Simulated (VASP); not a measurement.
## TlBr (strained CsCl): a r²SCAN single-point calculation in VASP

INCAR

```
LREAL = .FALSE.
METAGGA = R2SCAN
EDIFF = 1E-7
PREC = Accurate
SIGMA = 0.01
LWAVE = .FALSE.
ALGO = Normal
ISMEAR = 0
LASPH = .TRUE.
ISIF = 2
NBANDS = 17
IBRION = -1
LELF = .TRUE.
NELM = 120
NSW = 0
ENCUT = 520
LCHARG = .TRUE.
```

KPOINTS

```
KPOINTS created by Atomic Simulation Environment
0
Gamma
6 6 6
0 0 0
```

KPOINTS_OPT

```
special points
5
Reciprocal
0.0000000000 0.0000000000 0.0000000000 1
0.0000000000 0.5000000000 0.0000000000 1
0.5000000000 0.5000000000 0.0000000000 1
0.5000000000 0.5000000000 0.5000000000 1
0.0000000000 0.0000000000 0.5000000000 1
```

POSCAR

```
Tl Br
 1.0000000000000000
     4.0320590581999998    0.0000000000000000    0.0000000000000000
     0.0000000000000000    4.0320590581999998    0.0000000000000000
     0.0000000000000000    0.0000000000000000    3.9949064284000002
 Tl  Br
   1   1
Cartesian
  0.0000000000000000  0.0000000000000000  0.0000000000000000
  2.0160295290999999  2.0160295290999999  1.9974532141999997
```

VASP ran with the recommended PBE PAW datasets (20 valence electrons in the cell).

Command

```
mpirun -np 1 vasp_std
```

From OUTCAR

```
k-points           NKPTS =     40   k-points in BZ     NKDIM =     40   number of bands    NBANDS=     17

   NELECT =      20.0000    total number of electrons

   dimension x,y,z NGX =    30 NGY =   30 NGZ =   30
   dimension x,y,z NGXF=    60 NGYF=   60 NGZF=   60

  energy-cutoff  :      520.00
  volume of cell :       64.95
      direct lattice vectors                 reciprocal lattice vectors
     4.032059058  0.000000000  0.000000000     0.248012240  0.000000000  0.000000000
     0.000000000  4.032059058  0.000000000     0.000000000  0.248012240  0.000000000
     0.000000000  0.000000000  3.994906428     0.000000000  0.000000000  0.250318754

 k-points in reciprocal lattice and weights: KPOINTS created by Atomic Simulation Env
   0.00000000  0.00000000  0.00000000       0.005
   0.16666667  0.00000000  0.00000000       0.019
   0.33333333  0.00000000  0.00000000       0.019
   0.50000000  0.00000000  0.00000000       0.009
   0.16666667  0.16666667  0.00000000       0.019
   0.33333333  0.16666667  0.00000000       0.037
   0.50000000  0.16666667  0.00000000       0.019
   0.33333333  0.33333333  0.00000000       0.019
   ...

 E-fermi :   1.8968

 k-point     1 :       0.0000    0.0000    0.0000
  band No.  band energies     occupation
      1     -12.2939      2.00000
      2      -8.6416      2.00000
      3      -8.6321      2.00000
      4      -8.4702      2.00000
      5      -8.4702      2.00000
      6      -8.4694      2.00000
      7      -2.7643      2.00000
      8       0.5112      2.00000
      9       0.5112      2.00000
     10       0.5810      2.00000
     11       9.3521      0.00000
     12       9.3596      0.00000
     13       9.3596      0.00000
     14       9.4302      0.00000
     15       9.4435      0.00000
     16      13.4151      0.00000
     17      15.8072      0.00000

 k-point     2 :       0.1667    0.0000    0.0000
  band No.  band energies     occupation
      1     -12.2423      2.00000
      2      -8.6377      2.00000
      3      -8.6044      2.00000
      4      -8.4832      2.00000
      5      -8.4826      2.00000
      6      -8.4690      2.00000
      7      -2.9990      2.00000
      8       0.6181      2.00000
      9       0.6845      2.00000
     10       0.6905      2.00000
     11       7.3840      0.00000
     12       8.9932      0.00000
     13       9.0979      0.00000
     14       9.5885      0.00000
     15      10.8462      0.00000
     16      14.7930      0.00000
     17      15.5273      0.00000

 k-point     3 :       0.3333    0.0000    0.0000
  band No.  band energies     occupation
      1     -12.1344      2.00000
      2      -8.6331      2.00000
      3      -8.5472      2.00000
      4      -8.5088      2.00000
      5      -8.5088      2.00000
      6      -8.4667      2.00000
      7      -3.4465      2.00000
      8       0.8481      2.00000
      9       0.9068      2.00000
     10       1.2475      2.00000
     11       5.2485      0.00000
     12       8.2828      0.00000
     13       8.4191      0.00000
     14      10.0710      0.00000
     15      13.1922      0.00000
     16      13.6479      0.00000
     17      16.0449      0.00000

 k-point     4 :       0.5000    0.0000    0.0000
  band No.  band energies     occupation
      1     -12.0780      2.00000
      2      -8.6309      2.00000
      3      -8.5218      2.00000
      4      -8.5215      2.00000
      5      -8.5194      2.00000
      6      -8.4655      2.00000
      7      -3.6599      2.00000
      8       0.9730      2.00000
      9       1.0270      2.00000
     10       1.7641      2.00000
     11       4.1512      0.00000
     12       7.9375      0.00000
     13       8.0866      0.00000
     14      10.4591      0.00000
     15      12.7872      0.00000
     16      15.5518      0.00000
     17      16.0534      0.00000

 k-point     5 :       0.1667    0.1667    0.0000
  band No.  band energies     occupation
      1     -12.1963      2.00000
      2      -8.6244      2.00000
      3      -8.5852      2.00000
      4      -8.4902      2.00000
      5      -8.4833      2.00000
      6      -8.4794      2.00000
      7      -3.0655      2.00000
      8       0.0801      2.00000
      9       0.7700      2.00000
     10       1.2429      2.00000
     11       6.8444      0.00000
     12       8.0205      0.00000
     13       8.9475      0.00000
     14      10.3387      0.00000
     15      11.7346      0.00000
     16      13.7096      0.00000
     17      14.5630      0.00000

 k-point     6 :       0.3333    0.1667    0.0000
  band No.  band energies     occupation
      1     -12.1012      2.00000
      2      -8.6147      2.00000
      3      -8.5311      2.00000
      4      -8.5059      2.00000
      5      -8.5037      2.00000
      6      -8.4776      2.00000
      7      -3.2812      2.00000
      8       0.0311      2.00000
      9       0.9509      2.00000
     10       1.4347      2.00000
     11       5.4620      0.00000
     12       7.7249      0.00000
     13       8.5758      0.00000
     14      10.7653      0.00000
     15      13.3280      0.00000
     16      13.9833      0.00000
     17      14.3281      0.00000

 k-point     7 :       0.5000    0.1667    0.0000
  band No.  band energies     occupation
      1     -12.0519      2.00000
      2      -8.6116      2.00000
      3      -8.5179      2.00000
      4      -8.5098      2.00000
      5      -8.5027      2.00000
      6      -8.4760      2.00000
      7      -3.4223      2.00000
      8       0.2928      2.00000
      9       1.0470      2.00000
     10       1.2557      2.00000
     11       4.9472      0.00000
     12       7.5369      0.00000
     13       8.3630      0.00000
     14      10.8876      0.00000
     15      13.8125      0.00000
     16      14.6603      0.00000
     17      14.8303      0.00000

 k-point     8 :       0.3333    0.3333    0.0000
  band No.  band energies     occupation
      1     -12.0336      2.00000
      2      -8.5924      2.00000
      3      -8.5017      2.00000
      4      -8.4978      2.00000
      5      -8.4907      2.00000
      6      -8.4845      2.00000
      7      -2.9095      2.00000
      8      -0.6767      2.00000
      9       0.7578      2.00000
     10       1.0414      2.00000
     11       5.9404      0.00000
     12       7.2993      0.00000
     13       8.9082      0.00000
     14      11.1450      0.00000
     15      13.0607      0.00000
     16      13.3928      0.00000
     17      14.8211      0.00000

 k-point     9 :       0.5000    0.3333    0.0000
  band No.  band energies     occupation
      1     -11.9992      2.00000
      2      -8.5857      2.00000
      3      -8.5106      2.00000
      4      -8.4967      2.00000
      5      -8.4824      2.00000
      6      -8.4572      2.00000
      7      -2.7268      2.00000
      8      -0.6435      2.00000
      9       0.0259      2.00000
     10       1.0879      2.00000
     11       6.2724      0.00000
     12       7.1395      0.00000
     13       9.0785      0.00000
     14      10.8482      0.00000
     15      13.1628      0.00000
     16      13.4336      0.00000
     17      13.9770      0.00000

 k-point    10 :       0.5000    0.5000    0.0000
  band No.  band energies     occupation
      1     -11.9725      2.00000
      2      -8.5772      2.00000
      3      -8.5070      2.00000
      4      -8.5070      2.00000
      5      -8.4668      2.00000
      6      -8.4302      2.00000
      7      -1.9413      2.00000
      8      -1.0176      2.00000
      9      -1.0176      2.00000
     10       1.1088      2.00000
     11       7.0401      0.00000
     12       7.0401      0.00000
     13       9.6127      0.00000
     14      10.1669      0.00000
     15      12.6812      0.00000
     16      13.0032      0.00000
     17      13.0032      0.00000

 k-point    11 :       0.0000    0.0000    0.1667
  band No.  band energies     occupation
      1     -12.2397      2.00000
      2      -8.6298      2.00000
      3      -8.6093      2.00000
      4      -8.4844      2.00000
      5      -8.4844      2.00000
      6      -8.4681      2.00000
      7      -2.9804      2.00000
      8       0.6205      2.00000
      9       0.6205      2.00000
     10       0.7201      2.00000
     11       7.4140      0.00000
     12       9.0145      0.00000
     13       9.0145      0.00000
     14       9.5356      0.00000
     15      10.9392      0.00000
     16      14.7905      0.00000
     17      15.5562      0.00000

 ...

  Total       -0.2096254     -0.2096254     -0.1105838      0.0000000      0.0000000      0.0000000
  in kB       -5.1712335     -5.1712335     -2.7279827      0.0000000      0.0000000      0.0000000
  external PRESSURE =      -4.3568165 kB  Pullay stress =       0.0000000 kB

 POSITION                                       TOTAL-FORCE (eV/Angst)
 -----------------------------------------------------------------------------------
      0.00000      0.00000      0.00000         0.000000      0.000000      0.000000
      2.01603      2.01603      1.99745         0.000000      0.000000      0.000000
 -----------------------------------------------------------------------------------
    total drift:                                0.000000     -0.000000     -0.000000

  FREE ENERGIE OF THE ION-ELECTRON SYSTEM (eV)
  ---------------------------------------------------
  free  energy   TOTEN  =       -68.3795549695 eV

  energy  without entropy=      -68.3795549695  energy(sigma->0) =      -68.37955497
```

The gap between bands v and c is 2.33 eV and the least direct gap is 2.36 eV. The pressure is -0.4 GPa.

Band v is the last that the valence electrons fill when counted band by band, and c is the next.

The run took about 2 min on one core of a shared host (Intel Xeon Platinum 8488C) and held 0.21 GiB at most.
